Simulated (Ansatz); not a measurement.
Sb:

```
Sb
1.0
     2.15420    1.24373    3.75800
    -2.15420    1.24373    3.75800
     0.00000   -2.48746    3.75800
Sb
2
Direct
  0.76651 0.76651 0.76651
  0.23349 0.23349 0.23349
```

Program: Ansatz 0.2.0. Alike in all runs: cell as given. Hardware: 2 threads of Arm Neoverse V1, on a shared host.

Task: Order these runs on this cell by their wall time, lowest first.
A. task band structure; level BLYP; potentials or basis Ansatz PAW; spin off; k mesh 8 × 8 × 8; cutoff (eV) 420; smearing fermi-dirac 0.05 eV; points for each segment of the path 14; mesh quality not flagged
B. task single point; level PBE; potentials or basis Ansatz PAW; spin off; k mesh 3 × 3 × 3; cutoff (eV) 420; smearing fermi-dirac 0.05 eV; mesh quality coarse
C. task density of states; level PBE; potentials or basis Ansatz NC; spin SOC, no magnetisation; k mesh 8 × 8 × 8; cutoff (eV) 1088; smearing fermi-dirac 0.01 eV; driver chain; mesh quality not flagged
D. task band structure; level LDA; potentials or basis Ansatz PAW; spin SOC, no magnetisation; k mesh 6 × 6 × 6; cutoff (eV) 420; smearing fermi-dirac 0.05 eV; points for each segment of the path 14; mesh quality not flagged

Result: B (0.44 s), A (4.3 s), D (27 s), C (150 s).

Caveats: some runs use coarse meshes; odd divisions of the mesh miss points on the zone boundary, where band edges often lie, so the gap on the mesh can be too wide (some runs); spin-orbit coupling is left out, which moves the levels of the heavy elements (some runs).

Not every run made on this cell is shown here.
